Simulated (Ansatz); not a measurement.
# Rb (I4/mmm) in Ansatz: single point with Slater exchange only

Aim: the single point of Rb with Slater exchange only.

Everything below comes from runs of Ansatz 0.2.0. Logs are shortened: lines on timing, memory, paths and dates and some standing lists are left out, and cuts for length are marked.

### Step 1. The undisturbed crystal

Symmetry: I4/mmm, No. 139, tetragonal system. Conventional cell: a = 5.909 Å, b = 5.909 Å, c = 5.462 Å, α = 90.00°, β = 90.00°, γ = 90.00°.

This isn't the form of Rb at room conditions, which is bcc.

### Step 2. Single point, Slater exchange only, collinear spin, random start (cell strained at random)

Input file input.yaml:

```yaml
crystal:
  lattice:
    - [-2.934859, 2.983137, 2.705275]
    - [2.983879, -3.004468, 2.781387]
    - [2.877905, 2.947515, -2.728353]
  atoms:
    - { symbol: Rb, position: [-0.020664, -0.012909, 0.017647], spin: 0.02 }
  symmetry: { detect: false }
kpoints:
  mp_grid: { grid: [7, 7, 7] }
scf:
  occupations: { method: gaussian, width: 0.1 }
  algorithm: density_mixing
hamiltonian:
  xc: { exchange: slater, correlation: none }
  pseudopotentials: { kind: all_electron, datasets: crystal }
magnetization:
  spin_polarized: true
output:
  forces: true
  stress: true
  eigenvalues: true
```

Potentials or basis: all-electron PAW datasets made for the crystal.

On the command line:

```bash
$ ansatz run input.yaml --threads 1 --pin off --max-ram 2560MiB --backend cpu --events-out ev --progress --plain --runs-dir out
```

Standard output:

```text
Warning: RAYON_NUM_THREADS=1 ignored (pool sized by the plan → 1); use --threads N
hamiltonian.pseudopotentials.datasets: crystal makes datasets for this crystal and solves the spheres of its atoms anew in each pass: cutoff 180.0 eV, the density's 720.0 eV; for an error of 0.50 meV an atom under PBE, 0.5 meV for the cell; an energy difference from a run of another recipe may be off by several times the error for the cell, under r2SCAN by more, where some 0.1 meV an atom stays at smaller errors; Rb in spheres of 1.376 Å, 9 of its electrons in bands
Engine: ansatz 0.2.0, x86_64-unknown-linux-gnu
Pseudopotentials: kind: all_electron
Pseudopotential: Rb, paw, valence charge 9, recommended cutoff 180 eV (normal), crystal/all_electron/lda/scalar/gaussian/Rb, Koelling and Harmon's equation, gaussian nucleus
Functional definition: unnamed
  exchange = slater_x
  correlation = 0
a search for the magnetic state begins, with frozen cores and fixed partial waves. It gives no result and prints no iterations
the search for the magnetic state of this step took 15 SCF iterations with frozen cores. It stayed in its first state, in which the spheres begin
Crystal: 1 atoms, lattice volume = 95.352 Å³
Basis set: ecut = 180 eV, 533 PW (Γ)
Bands: 9, of which v1, the nominal top of the filled ones, is band 5 counted from 1 (4 counted from 0)
Symmetry: 1 space group operations
k-points: 172 of 343 (time reversal used)
Non-local potential: Rb, projectors of the file, l = 0: 2, l = 1: 2, l = 2: 2
PAW form: soft (Blöchl's): semilocal exchange-correlation on the pseudo side does not see the compensation charge
PAW one-centre angular grid: Rb, 110 points (default); XC on its mesh's 1897 points in the sphere
Initial density: read from a saved state, or passed on in memory by an earlier SCF of this step, an earlier step, the calling program or the single point that the run made first
Starting moments: Σ|m| = 0.02 μB on 1 of 1 site; this step starts from the density that it was given
Initial wavefunctions: pseudopotential atomic-orbital guess
Functional: x = slater, c = none
iter 1 solved again at ethr=4.18e-6 eV; its pass at ethr=1.00e-1 eV (dr2=3.76e-4 eV) is discarded
SCF iter   1: F=—  HF=-80934.564279 eV  |F-HF|=—  |Δ(HF+E_count)|=         —  Δρ=3.22e-4 (↑3.22e-4 ↓3.22e-4)  dr2=3.41e-4  dr2_m=1.29e-12  M=0.000 μB ∫|m|=0.000 μB  β_m=0.30  ethr=4.18e-6  ⟨swp⟩=10.3  Hψ=30916  notcnv=0
preconditioner: auto → Kerker (q_TF=auto, 1.841 Å⁻¹)  [metal: Δε(μ)=0.033 eV  Ē_g=3.498 eV  σ=0.100 eV  W_gap=0.18  n_scr=12 (ndim 8)  ℏωp=3.8 eV  f_vac=0.000  D(μ)=0.89/eV (n_scr^D=0)]
spin=Collinear: Kerker preconditioning applied to the charge; magnetization (m = ρ↑ − ρ↓) channel mixes plain (no charge-response kernel on spin).
SCF iter   2: F=—  HF=-80934.559452 eV  |F-HF|=—  |Δ(HF+E_count)|=   4.83e-3  Δρ=2.23e-4 (↑2.23e-4 ↓2.23e-4)  dr2=1.18e-4  dr2_m=1.20e-12  M=0.000 μB ∫|m|=0.000 μB  β_m=0.30  ethr=3.79e-6  ⟨swp⟩=2.6  Hψ=4982  notcnv=0
SCF iter   3: F=—  HF=-80934.556313 eV  |F-HF|=—  |Δ(HF+E_count)|=   3.14e-3  Δρ=1.21e-4 (↑1.21e-4 ↓1.21e-4)  dr2=2.27e-5  dr2_m=9.49e-13  M=0.000 μB ∫|m|=0.000 μB  β_m=0.65  ethr=1.31e-6  ⟨swp⟩=3.0  Hψ=5960  notcnv=0
SCF iter   4: F=—  HF=-80934.552603 eV  |F-HF|=—  |Δ(HF+E_count)|=   3.71e-3  Δρ=5.79e-5 (↑5.79e-5 ↓5.79e-5)  dr2=1.34e-5  dr2_m=4.96e-13  M=0.000 μB ∫|m|=0.000 μB  β_m=0.77  ethr=2.53e-7  ⟨swp⟩=3.0  Hψ=8664  notcnv=0
iter 5 solved again at ethr=2.80e-9 eV; its pass at ethr=1.49e-7 eV (dr2=2.52e-7 eV) is discarded
SCF iter   5: F=—  HF=-80934.552584 eV  |F-HF|=—  |Δ(HF+E_count)|=   1.82e-5  Δρ=1.21e-5 (↑1.21e-5 ↓1.21e-5)  dr2=2.52e-7  dr2_m=2.66e-13  M=0.000 μB ∫|m|=0.000 μB  β_m=0.77  ethr=2.80e-9  ⟨swp⟩=2.1  Hψ=10773  notcnv=0
SCF iter   6: F=—  HF=-80934.552585 eV  |F-HF|=—  |Δ(HF+E_count)|=   2.86e-7  Δρ=4.46e-6 (↑4.45e-6 ↓4.46e-6)  dr2=4.38e-8  dr2_m=1.78e-13  M=0.000 μB ∫|m|=0.000 μB  β_m=0.89  ethr=2.80e-9  ⟨swp⟩=2.0  Hψ=4676  notcnv=0
SCF iter   7: F=-80934.552585 eV  HF=-80934.552585 eV  |F-HF|=7.71e-10  |Δ(HF+E_count)|=   1.39e-8  Δρ=8.83e-7 (↑8.83e-7 ↓8.82e-7)  dr2=3.32e-9  dr2_m=8.51e-14  M=0.000 μB ∫|m|=0.000 μB  ethr=4.87e-10  ⟨swp⟩=2.0  Hψ=4689  notcnv=0
SCF 1 converged in 7 iterations: F = -80934.552585 eV  dr2 = 3.32e-9
  Residual-converged pass: ⟨swp⟩=2.8  Hψ=4950  notcnv=0  max |occ|·‖R‖ = 3.7e-6 eV (tolerance 3.7e-6 eV)  dr2=3.17e-9  dr2_m=8.40e-14  dr2_onsite=3.76e-9  max |Δocc| = 2.5e-10
WARN: the starting moments were not kept: the SCF closed with an absolute magnetisation of 5.5e-6 μB, where they sum to 0.02 μB in size (1 site). That is at most 0.1 of that sum. Measured as dr2_m measures the in/out step, that magnetisation stands 8.0e-13 eV from none, at or under the dr2_threshold of 3.1e-8 eV: it is no larger than a step whose dr2_m would equal this threshold. The system may hold no moment; this SCF shows only that its start led to no more than that. This SCF took its magnetisation from a saved state (the deck's checkpoint.read, a session's seed or a resume), or from the single point or search that the run made first, and not from the starting moments. Where the run's atoms have moved since that state, how it is taken is a key of its own (checkpoint.density_extrapolation: follow_atoms, where typed, takes the whole of its magnetisation to them with its atoms, but for some exceptions; the density_extrapolation keyword of a session's seed is the same key). To be rid of a resumed run's state, run its deck in a fresh run directory. To be rid of the state of a single point that the run made first, give starting moments in the input or, where a deck that gives them still makes one, type scf.lower_state_search: off. To try another start, run it without that state. A second SCF, from the converged charge density, with the starting moments and any scf.initial_density.shell_occupations laid on it anew, would have followed, and was not run: the deck does not ask for one (magnetization.retry_lost_moments is false, the default). To let it run, set magnetization.retry_lost_moments: true and run the deck again, where that key's refused combinations let it; where memory then withholds it, that run's warning says so.
SCF converged after 7 iterations
Magnetization: 0.0000 μB (4.5000 up, 4.5000 down)
Absolute magnetization: 0.0000 μB (∫|ρ↑−ρ↓|)
Spin contamination: -0.0033 ħ² per cell (⟨S²⟩ above its minimum at these occupations)
Per-site moments (μB) at R_I (Å): [(2.360386443182393e-6, 2.0381880027451564)]
Free energy (F): -80934.552585 eV
Harris-Foulkes:  -80934.552585 eV  (|F-HF|=7.71e-10)
Internal energy: -80934.548150 eV  (E = F + TS)
E sigma→0 (E₀):  -80934.550367 eV
Entropy (-TS):   -0.004435 eV (-4.435 meV/atom)
Past the cutoff: the bands carry plane waves up to 1.75 times it, of which those up to 1.5 times it add -0.000832 eV an atom, each by itself; the spheres take 0.000572 eV an atom off the energy for waves past 1.75 times it
By the cutoff:   a pressure is off by up to 0.005 GPa (1.2 times the spheres' own share and the shells' term, over an atom's volume, and 0.004 GPa: a bound that held against runs at twice the plane waves)
Past the cutoffs: a stress includes 0.0003 GPa for waves and charges beyond them, in addition to the slope of what the spheres take
In the spheres:  the bands' charges fall short by 2.6e-6 e at most (sound up to 1e-3)
Fermi energy:    3.094389 eV
--- Per-component energies (eV) ---
  E_band       = -104.522249
  E_kinetic    = 134.199168
  E_local      = -530.080039  (includes V_loc(G=0)·N_el)
  E_nonlocal   = 44.315904
  E_hartree    = 219.261736
  E_xc         = -66.195382
  E_vxc        = -87.865723  (∫ρ·V_xc dr)
  E_paw        = -81230.059046  (= ΣΔE_a)
  E_vpaw       = -966.268785  (= ΣTr[D̂ρ^β])
  E_ewald      = -368.642657
  E_smearing   = -0.004435  (= −TS)
  E_closure    = 862.652166  (closes the sum)
  Σ components = -80934.552585   (vs F -80934.552585, Δ=0.00e0)
  The terms above E_closure are by the made datasets' own strengths, without shells solved beside the bands.
--- Forces (eV/Å), atoms counted from 1 ---
  atom   1  Rb    -0.00000001     0.00000001     0.00000001
  max |Σ_I F_I| component: 5.59e-9 eV/Å
--- Stress (GPa, compression-positive) ---
       -0.112833       0.040682      -0.030964
        0.040682      -0.103365       0.012967
       -0.030964       0.012967      -0.180621
  P = ⅓ Tr σ = -0.1323 GPa (-1.323 kbar)
--- Band table (eV; the first three rows and the last of 344) ---
  k-point 0 ↑: bands = ["-25.2556", "-9.3619", "-9.3594", "-9.3586", "1.1664", "6.5111", "6.8451"]
  k-point 1 ↑: bands = ["-25.2548", "-9.3776", "-9.3652", "-9.3607", "1.3926", "6.2052", "6.6704"]
  k-point 2 ↑: bands = ["-25.2532", "-9.4190", "-9.3776", "-9.3593", "2.0303", "5.2196", "6.2483"]
  k-point 171 ↓: bands = ["-25.2527", "-9.4283", "-9.3775", "-9.3728", "2.4810", "5.1488", "5.3713"]
```

Run time: 40 s. Hardware: 1 thread of Intel Xeon 6975P-C (Granite Rapids), shared host; peak memory 0.68 GiB.

What came out:

```
Free energy            : -80934.5526 eV
Pressure               : -0.1 GPa
Band gap on the k mesh : none (metal or under the smearing width)
Net moment             : 0.00 μB per cell
Absolute moment        : 0.00 μB per cell
```

Caveat: the starting moments weren't kept.
